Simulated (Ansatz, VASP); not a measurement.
## Ba in VASP and in Ansatz

The input INCAR:

```
  ALGO = Normal
  EDIFF = 1E-6
  ENCUT = 520
  GGA = PE
  ISIF = 2
  ISMEAR = -1
  LASPH = T
  LCHARG = F
  LREAL = F
  LWAVE = F
  NBANDS = 11
  NELM = 80
  PREC = Accurate
  SIGMA = 0.1
```

KPOINTS

```
k-points
0
Gamma
  6 6 6
```

File POSCAR:

```
Ba
1.0
   -2.5124914082      2.5124914082      2.5124914082
    2.5124914082     -2.5124914082      2.5124914082
    2.5124914082      2.5124914082     -2.5124914082
Ba
1
Direct
    0.0000000000      0.0000000000      0.0000000000
```

Input for Ansatz:

```yaml
crystal:
  lattice:
    - [-2.5124914082, 2.5124914082, 2.5124914082]
    - [2.5124914082, -2.5124914082, 2.5124914082]
    - [2.5124914082, 2.5124914082, -2.5124914082]
  atoms:
    - { symbol: Ba, position: [0.0, 0.0, 0.0] }
hamiltonian:
  xc: pbe
  pseudopotentials:
    kind: paw
    azcp:
      Ba: "pseudopotentials/Ba.paw.azcp"
basis:
  ecutwfc: 420
  fft_grid_basis: typed
kpoints:
  mp_grid: { grid: [6, 6, 6], shift: [0, 0, 0] }
magnetization:
  spin_polarized: false
scf:
  occupations: { method: fermi_dirac, width: 0.1 }
  lower_state_search: "off"
output:
  stress: true
```

Alike in both runs: task single point; functional PBE; k mesh 6 × 6 × 6; occupations fermi-dirac, width 0.1 eV; no spin polarisation.

|  | VASP | Ansatz |
| --- | --- | --- |
| version | VASP 6.6.1 | Ansatz 0.2.0 |
| potentials or method | VASP PAW PBE potentials, release 64 (Ba_sv) | plane waves (420 eV) with PAW, scalar-relativistic |
| plane-wave cutoff (eV) | 520 | 420 |
| valence electrons in the cell | 10 | 10 |

|  | VASP | Ansatz | Ansatz less VASP |
| --- | --- | --- | --- |
| pressure (GPa) | 0.1 | 0.0 | -0.05 |

The functional is the same, so the differences come from potentials, cutoffs and numerics.

The runs have no spin-orbit coupling, so splittings on Ba are missing.
